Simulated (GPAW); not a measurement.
Write an ASE script for GPAW 26.7.0 that does the following.

```yaml
Task: relaxation of cell and atoms
Functional: PBEsol
Dispersion: D3(BJ)+ATM
Potentials_or_basis: PAW data sets generated in the run's folder for this functional
Cutoff: 600 eV
Basis: pw
k_mesh: 10 × 10 × 5
Occupations: fermi-dirac, width 0.05 eV
Spin: no spin polarisation
Maxiter: 150
Optimizer: BFGS
Fmax: 0.02 eV/Å
Max_steps: 60
Convergence: density=1e-05 forces=0.0001
```

The system is Zn.

```
Zn
1.0
     2.67000    0.00000    0.00000
    -1.33500    2.31229    0.00000
     0.00000    0.00000    4.96600
Zn
2
Direct
  0.66667 0.33333 0.75000
  0.33333 0.66667 0.25000
```

The input as run:

run.py

```python
from ase import Atoms
from ase.calculators.mixing import SumCalculator
from ase.filters import FrechetCellFilter
from ase.io import write
from ase.optimize import BFGS
from dftd3.ase import DFTD3
from gpaw import GPAW, PW, setup_paths

setup_paths.insert(0, '.')

atoms = Atoms(['Zn', 'Zn'],
              cell=[[2.67, 0.0, 0.0],
                    [-1.335, 2.3122878281, 0.0],
                    [0.0, 0.0, 4.966]],
              scaled_positions=[[0.6666666667, 0.3333333333, 0.75],
                                [0.3333333333, 0.6666666667, 0.25]],
              pbc=True)

calc = GPAW(mode=PW(600),
            xc='PBEsol',
            kpts={'size': (10, 10, 5), 'gamma': True},
            occupations={'name': 'fermi-dirac', 'width': 0.05},
            nbands=21,
            convergence={'density': 1e-05, 'forces': 0.0001},
            maxiter=150,
            txt='gpaw.txt')
atoms.calc = SumCalculator([calc, DFTD3(damping='d3bj', params_tweaks=dict(method='pbesol', atm=True))])
opt = BFGS(FrechetCellFilter(atoms), trajectory='relax.traj', logfile='-')
done = opt.run(fmax=0.02, steps=60)
calc.write('gs.gpw')
write('result.traj', atoms)
print('Converged:', done)
print('Cell:', atoms.cell.cellpar().round(4))
print('Volume:', round(atoms.get_volume(), 4))
print(atoms.get_scaled_positions().round(5))
```

Potentials or basis: PAW data sets generated in the run's folder for this functional, pw.

Launch:

```bash
$ gpaw-setup -f PBEsol Zn
$ OMP_NUM_THREADS=1 python run.py
```

Results of the run:

* Relaxed volume: 13.64 Å³/atom
* Relaxed cell: a = 2.577 Å, b = 2.577 Å, c = 4.743 Å, α = 90.00°, β = 90.00°, γ = 120.00°
* Space group after relaxing (to 0.05 Å): P6_3/mmc (No. 194)
* Energy gained by relaxing: 51.6 meV/atom
* Ionic steps: 7
* Pressure after relaxing: 0.1 GPa
* Band gap on the k mesh: none (metal or under the smearing width)
* Dispersion energy per atom: -0.355 eV

Caveat: later steps reuse the first step's grids; pairwise dispersion overbinds metals, which lowers pressure and volume.

Run time: 110 s on 1 thread of Arm Neoverse V2, with other jobs on the host, peak memory 0.24 GiB.
